A molybdenum atom brings six valence electrons, so a crystal with one atom per cell fills three bands in each spin direction on average over the zone. The calculation finds four filled bands at the zone centre and only two close to the zone corner H. Part of this change comes from an s-like level that is filled at the centre but not near H. The rest comes from a reordering of the d levels, whose two groups shift against each other by at least 10 eV, whereas the slight distortion of this bcc cell moves levels by tenths of an eV. The question is what can turn over the d levels of one and the same atom from one wave vector to another.

FLEUR MaX-R8.1 (later development tree), all-electron LAPW with LDA, collinear spins and no spin-orbit coupling, for bcc Mo in a slightly strained one-atom cell. The k mesh is 8×8×8, with Fermi-Dirac smearing of 0.02 eV. Levels are relative to the Fermi energy, at fractional k points 1 (0, 0, 0), 2 (0.125, 0.625, 0.625), 3 (0.375, 0.625, 0) and 4 (0.375, 0.625, 0.5).

| row | level point (row) | level under 4 (eV) | level under 3 (eV) | level under 2 (eV) | level under 1 (eV) | level over 1 (eV) | level over 2 (eV) | level spin |
| --- | --- | --- | --- | --- | --- | --- | --- | --- |
| 1 | 1 | -7.08 | -1.56 | -1.179 | -0.959 | 1.533 | 1.904 | up |
| 2 | 1 | -7.08 | -1.56 | -1.179 | -0.959 | 1.533 | 1.904 | down |
| 3 | 2 | -34.63 | -3.13 | -2.826 | -2.693 | 2.228 | 2.471 | up |
| 4 | 2 | -34.63 | -3.13 | -2.826 | -2.693 | 2.228 | 2.471 | down |
| 5 | 3 | -34.74 | -34.37 | -4.919 | -2.853 | 0.069 | 1.536 | up |
| 6 | 3 | -34.74 | -34.37 | -4.919 | -2.853 | 0.069 | 1.536 | down |
| 7 | 4 | -35.22 | -35.15 | -4.818 | -4.699 | 2.144 | 2.433 | up |
| 8 | 4 | -35.22 | -35.15 | -4.818 | -4.699 | 2.144 | 2.433 | down |

Levels are counted from the Fermi energy, and "under" and "over" number them downwards and upwards from there. A column therefore doesn't follow one band: the entries near $-35$ eV are 4p semicore states, which don't belong to the count of six. Spin up and spin down agree in every pair of rows, so the table holds four independent cases.

**Rows 1 and 2, the zone centre.** One level lies deep, at $-7.08$ eV, and is the s-like bottom of the valence bands. Above it come three levels close together just under the Fermi energy, then two above it. In a cubic crystal these are the $t_{2g}$ triplet (xy, yz, zx) and the $e_g$ pair (z², x²−y²). The mean of the pair lies 2.95 eV above the mean of the triplet.

A familiar explanation offers itself: the neighbours make a crystal field, and the field splits the d shell of the atom. It is tempting because it works well for ions in many compounds. But such a splitting belongs to the site and is the same for every wave vector. If it ruled here, three levels would lie below two throughout the zone.

**Rows 3 to 6, away from the centre and from H.** At these points the two d sets mix strongly, so their levels are of use for the count alone. Point 2 has three filled valence bands, which is just the average. Point 3 has two, with a third level only 0.069 eV above the Fermi energy; on so coarse a mesh, its side of the Fermi energy isn't secure.

The count changes through the zone, so bands cross the Fermi energy and the solid is a metal. The wide separation between filled and empty levels at a single point, 4.9 eV at point 2, is no gap. For molybdenum as a contact or interconnect this means that such a separation is no barrier to conduction, since the current is carried by the states where bands cross the Fermi energy.

**Rows 7 and 8, near H.** Here only two valence levels are filled, close together near $-4.8$ eV, and the next level lies 6.8 eV higher. Three below two has become two below the rest. Bcc symmetry identifies the low pair as mainly $e_g$ and the levels above as mainly $t_{2g}$; this label is argued from the nearness of H, not read from orbital weights. The third member of the triplet lies no lower than the second level over the Fermi energy, so $e_g$ is now at least 7.1 eV below $t_{2g}$ on average. With both filled levels taken by $e_g$, the s-like level must lie above the Fermi energy here. The count thus falls from four to two, although the filled d levels alone go only from three to two.

This decides against the fixed crystal field as the sole cause. With the sign seen at the centre it fails near H. With the opposite sign, which is what eight negative charges at the corners of a cube would give, it fits near H and fails at the centre.

The second candidate is the distortion of the cell. Its strength can be read at the zone centre, where an undistorted cubic crystal without spin-orbit coupling would have an exact triplet and an exact pair. The triplet is spread over 0.60 eV and the pair is split by 0.37 eV. The reordering is some seventeen times the spread of the triplet, so strain decorates the pattern but doesn't make it.

The third candidate is hopping between atoms, whose effect depends on the wave vector. The eight nearest neighbours sit along the body diagonals, where $t_{2g}$ orbitals bond head-on. At the centre all atoms carry the same phase, and this bonding pulls $t_{2g}$ below $e_g$. Sideways ($\pi$) hopping has the opposite sign and raises $e_g$ more than $t_{2g}$, which adds nearly as much to the separation. At H the nearest neighbours carry the opposite phase, both effects change sign, and the order turns over.

The six second neighbours lie along the cube edges, where $e_g$ orbitals bond head-on. They are in phase with the central atom both at the centre and at H, so they lower $e_g$ in both places. At the centre they oppose the first shell; at H they assist it. In this picture the separation is therefore not only reversed near H but also much larger.

Summing the hoppings over both shells gives the distance of the $e_g$ mean above the $t_{2g}$ mean,

$$\Delta = S_1 c_1 + S_2 c_2 .$$

Here $c_1=\cos\pi k_x\cos\pi k_y\cos\pi k_z$ and $c_2$ is the mean of $\cos 2\pi k_x$, $\cos 2\pi k_y$ and $\cos 2\pi k_z$, with the wave vector along the cubic axes in units of $2\pi/a$. The strengths $S_1$ and $S_2$ belong to the first and second shell. The standard canonical ratios of d hoppings, $\sigma:\pi:\delta=-6:4:-1$, with a decay as the inverse fifth power of distance, give $S_1=31.11$ and $S_2=-17.05$ in a common unit.

At the centre both phase factors are 1, and $\Delta=31.11-17.05=14.06$ units. Point 4 lies a quarter of the way from H to N, with $c_1=-0.8536$ and $c_2=0.8047$, so that

$$\Delta=-0.8536\times31.11-0.8047\times17.05\approx-40.28 .$$

The 2.951 eV of the zone centre sets the unit, and point 4 is then predicted at $2.951\times(-40.28)/14.06\approx-8.45$ eV.

Point 4 had no part in setting the scale, and the prediction agrees with a separation of at least 7.1 eV. Nearest neighbours alone would give $-2.5$ eV: the right order, but far too small a distance. The sign is the firm result, the size is not. At the centre the second shell cancels about half of the first, so a decay with the fourth or the sixth power shifts the prediction to about $-11$ or $-7$ eV. The printed output sets these variants side by side.

One question stays open. A crystal field that lowers $e_g$ by about 2.5 eV or more at every wave vector, added to nearest-neighbour hopping, would serve as well as the second shell, and the separations at the centre and near H can't tell the two apart. They do show that a large part of the splitting must depend on the wave vector. To guess the d order at another point near the centre or near H, one asks first whether the nearest neighbours are in phase there, and then whether the second shell helps or opposes them.

Numerical output:

```
Bands and phases:
  row  filled valence bands per spin  highest filled to lowest empty (eV)  first-shell phase  second-shell phase
    1                              4                                2.492                  1                   1
    2                              4                                2.492                  1                   1
    3                              3                                4.921            -0.3536          -2.041e-17
    4                              3                                4.921            -0.3536          -2.041e-17
    5                              2                                2.922             0.1464             -0.1381
    6                              2                                2.922             0.1464             -0.1381
    7                              2                                6.843            -0.8536              0.8047
    8                              2                                6.843            -0.8536              0.8047
Point 1, eg mean less t2g mean (eV): 2.951
Point 4, eg mean less t2g mean, least size (eV): -7.095
Change of the separation from point 1 to point 4, least size (eV): 10.05
Point 1, spread of the triplet (eV): 0.601
Point 1, splitting of the pair (eV): 0.371
Point 4, splitting of the lower pair (eV): 0.119
Change of separation over triplet spread (ratio): 16.72
Point 4 predicted by a fixed splitting (eV): 2.951
Point 4 predicted by nearest neighbours alone (eV): -2.519
Point 4 predicted by two shells, inverse fifth power (eV): -8.453
Same with inverse fourth power (eV): -10.95
Same with inverse sixth power (eV): -6.94
Fixed part that nearest neighbours alone would need beside them (eV): -2.469
Occupation of the level just over zero at point 3 (percent): 3.077
```
